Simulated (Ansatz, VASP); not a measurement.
# One calculation of AgCl, two programs

```xyz
2
Lattice="0.0000 2.7357 2.7357 2.7357 0.0000 2.7357 2.7357 2.7357 0.0000" Properties=species:S:1:pos:R:3 pbc="T T T"
Ag    2.7357    2.7357    2.7357
Cl    0.0000    0.0000    0.0000
```

Change from the starting cell: volume scaled by 0.96, crystal datasets.

Alike in both runs: task electric field gradients; functional PBEsol; k mesh 9 × 9 × 9; occupations fermi-dirac, width 0.01 eV; no spin polarisation.

|  | VASP | Ansatz |
| --- | --- | --- |
| version | VASP 6.6.1 | Ansatz 0.2.0 |
| potentials or method | VASP PAW PBE potentials, release 64 (Ag, Cl), cutoff 520 eV | all-electron PAW with datasets made for the crystal, scalar-relativistic |

Ansatz gave:

- gap on the k mesh at the Fermi level (eV): 0.78
- pressure (GPa): -0.7
- Vzz of the field gradient on the site that differs most (V/Å²): 0.0

Q: Estimate VASP's values.

A: gap on the k mesh at the Fermi level (eV): 0.77; pressure (GPa): -0.8; Vzz of the field gradient on the site that differs most (V/Å²): 0.0.

Ansatz ran all-electron here, so the differences hold the error of VASP's frozen core and of both bases. Ansatz warned: «gradients_without_spin_orbit».

Caveats: the PAW data sets were made with another functional, which shifts forces and pressure a little (VASP); an odd mesh through Γ misses points on the zone boundary, where band edges often lie.
